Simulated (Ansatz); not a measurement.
## A series in volume per atom on ZnSe

Periodic Kohn-Sham DFT of a crystal at fixed atoms; pressure and stress are positive in compression; the energy is the free energy less that of spherical unpolarised free atoms; site moments are those in the method's own spheres, positive along +z. The results are calculated, by Ansatz 0.2.0.

Cell of the first row (space group F-43m, No. 216):
```
cell vectors (Å)
   0.0000     2.7760     2.7760
   2.7760     0.0000     2.7760
   2.7760     2.7760     0.0000
atoms (fractions of the cell vectors)
Zn  0.00000  0.00000  0.00000
Se  0.75000  0.75000  0.75000
```

Settings of every row: method all-electron LAPW; functional PBE; relativity scalar; k mesh 8x8x8; filling fermi-dirac; smearing width 0.03 eV; basis error target 1 meV/atom; nucleus gaussian.

Atom start moment: 0 on all atoms.

| row | volume per atom (Å³) | energy less free atoms (eV/atom) | pressure (GPa) |
| --- | --- | --- | --- |
| 1 | 21.391 | -2.9711 | 6.803 |
| 2 | 21.403 | -2.9716 | 6.757 |
| 3 | 21.846 | -2.9879 | 5.072 |
| 4 | 22.074 | -2.9946 | 4.274 |
| 5 | 22.301 | -3.0001 | 3.519 |
| 6 | 22.757 | -3.0081 | 2.124 |
| 7 | 22.984 | -3.0106 | 1.481 |
| 8 | 23.212 | -3.0123 | 0.872 |
| 9 | 23.439 | ? | ? |
| 10 | 23.667 | -3.0131 | -0.253 |
| 11 | 24.122 | -3.0109 | -1.264 |

Question: what energy less free atoms and pressure should row 9 give?

Worked fit of energy less free atoms. Take u = (V_r/V)^(2/3) − 1 with V_r = 22.529 Å³ an atom, which is twice the finite (Eulerian) strain; such expansions in the strain, on which the Birch-Murnaghan equation of state is built, carry the rest volume and the bulk modulus. The shown rows have u = 0.03516, 0.03477, 0.02074, 0.01369, 0.0068, -0.00669, -0.01324, -0.01971, -0.03232, -0.04453. Least squares give energy less free atoms = −3.00459 + 0.5906 × u + 10.203 × u² + 2.7 × u³ eV/atom; a parabola predicts inner rows, each left out in turn, worse (root mean square 4.9e-05 against 2.4e-05 eV/atom). All shown rows lie on it to the printed digit. Its lowest point lies at u = -0.0293, or V = 23.56 Å³ an atom, and the curvature there gives the bulk modulus at fixed shape and fractions, B = (4/9)(1 + u)² E″(u)/V = 56.8 GPa. The withheld row has u = -0.02605, so the fit gives −3.00459 + 0.5906 × (-0.02605) + 10.203 × (-0.02605)² + 2.7 × (-0.02605)³ = -3.0131 eV/atom.

The calculation gave -3.0131 eV/atom. The fit meets it to the printed digit.

Worked fit of pressure. Take u = (V_r/V)^(2/3) − 1 with V_r = 22.529 Å³ an atom, which is twice the finite (Eulerian) strain; such expansions in the strain, on which the Birch-Murnaghan equation of state is built, carry the rest volume and the bulk modulus. The shown rows have u = 0.03516, 0.03477, 0.02074, 0.01369, 0.0068, -0.00669, -0.01324, -0.01971, -0.03232, -0.04453. Least squares give pressure = 2.8025 + 103.458 × u + 284.79 × u² + 275 × u³ GPa; a parabola predicts inner rows, each left out in turn, worse (root mean square 0.0049 against 0.0014 GPa). The rows lie off it by -0.001, 0.001, -0.001, 0.001, 0.000, 0.001, -0.001, 0.000, 0.000, 0.000. The pressure vanishes at u = -0.0294, or V = 23.56 Å³ an atom, and there the bulk modulus at fixed shape and fractions is B = −V dP/dV = (2/3)(1 + u) dP/du = 56.6 GPa. The withheld row has u = -0.02605, so the fit gives 2.8025 + 103.458 × (-0.02605) + 284.79 × (-0.02605)² + 275 × (-0.02605)³ = 0.296 GPa.

The calculation gave 0.294 GPa. The fit lies 0.002 GPa (0.025 % of the column's range) above it; its largest miss of a shown row is 0.001 GPa.
